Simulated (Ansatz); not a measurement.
# WSe2: the cost of one run

Program: Ansatz 0.2.0. Level of theory: DFT PBE+D3(BJ), scalar-relativistic, plane waves, PAW, and further levels as typed in the inputs. These are calculated values, not measurements.

## Step 1: Starting point

Symmetry: P-6m2, No. 187, hexagonal system. The conventional cell has a = 3.282 Å, b = 3.282 Å, c = 34.310 Å, α = 90.00°, β = 90.00°, γ = 120.00°. Se (site symmetry 3m) has 3 W at 2.53 Å as nearest neighbours. W (site symmetry 3m) has 6 Se at 2.53 Å as nearest neighbours. W (site symmetry -6m2) is surrounded by 6 Se at 2.53 Å.

Structure file:

```
Se W
1.0
     3.28200    0.00000    0.00000
    -1.64100    2.84230    0.00000
     0.00000    0.00000   34.31000
Se W
6 3
Direct
  0.66667 0.33333 0.26231
  0.66667 0.33333 0.35995
  0.33333 0.66667 0.45118
  0.33333 0.66667 0.54882
  0.66667 0.33333 0.64005
  0.66667 0.33333 0.73769
  0.33333 0.66667 0.31113
  0.66667 0.33333 0.50000
  0.33333 0.66667 0.68887
```

## Step 2: Relaxing the atoms: W3Se6 sheet, no spin

The input, input.yaml:

```yaml
crystal:
  lattice:
    - [3.282, 0.0, 0.0]
    - [-1.641, 2.8422953752, 0.0]
    - [0.0, 0.0, 34.31]
  atoms:
    - { symbol: Se, position: [0.6666666667, 0.3333333333, 0.2623141941] }
    - { symbol: W, position: [0.3333333333, 0.6666666667, 0.3111337802] }
    - { symbol: Se, position: [0.6666666667, 0.3333333333, 0.3599533664] }
    - { symbol: Se, position: [0.3333333333, 0.6666666667, 0.4511804139] }
    - { symbol: W, position: [0.6666666667, 0.3333333333, 0.5] }
    - { symbol: Se, position: [0.3333333333, 0.6666666667, 0.5488195861] }
    - { symbol: Se, position: [0.6666666667, 0.3333333333, 0.6400466336] }
    - { symbol: W, position: [0.3333333333, 0.6666666667, 0.6888662198] }
    - { symbol: Se, position: [0.6666666667, 0.3333333333, 0.7376858059] }
  periodic: [true, true, false]
scf:
  occupations: { method: gaussian, width: 0.02 }
  n_extra_bands: 6
output:
  forces: true
  stress: false
  write_density: true
  write_potential: true
  elf: true
  volumetric_format: npy
kpoints:
  mp_grid: { grid: [12, 12, 1] }
hamiltonian:
  xc: pbe
  dispersion: d3bj
relax:
  f_tol: 0.005
  max_steps: 100
```

On the command line:

```console
$ ansatz run input.yaml --threads 8 --pin off --max-ram 32768MiB --backend cpu --events-out ev --progress --plain --runs-dir out
```

Q: Estimate wall time and peak memory on 8 threads of Intel Xeon Platinum 8488C (Sapphire Rapids), shared host.

About 42 s, with a peak of 2.3 GiB.
